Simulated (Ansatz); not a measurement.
## Pd in Ansatz: the effect of functional

Crystal: Pd.

```
Pd
1.0
     2.80210    0.00000    0.00000
    -1.40105    2.42669    0.00000
     0.00000    0.00000    4.65955
Pd
2
Direct
  0.33333 0.66667 0.25000
  0.66667 0.33333 0.75000
```

This isn't the form of Pd at room conditions, which is fcc.

The cell isn't the ideal one: volume scaled by 1.02.

Alike in all runs:

- Program: Ansatz 0.2.0
- Task: single point
- Potentials or basis: Ansatz PAW
- k mesh: 11 × 11 × 6
- Occupations: fermi-dirac, width 0.05 eV
- Spin: no spin polarisation

One run gave: pressure -13.0 GPa. Which functional did it use?
A. r2SCAN
B. PBEsol
C. LDA

B.

| functional | cutoff | pressure (GPa) |
| --- | --- | --- |
| LDA | 420 eV (not typed: the program's choice for these potentials) | -18.1 |
| PBEsol | 420 eV (not typed: the program's choice for these potentials) | -13.0 |
| r2SCAN | 500 eV (not typed: the program's choice for these potentials) | -8.4 |

Caveats: the PAW data sets come from PBE, with cores solved anew for the run's functional, which leaves a small shift of forces and pressure.
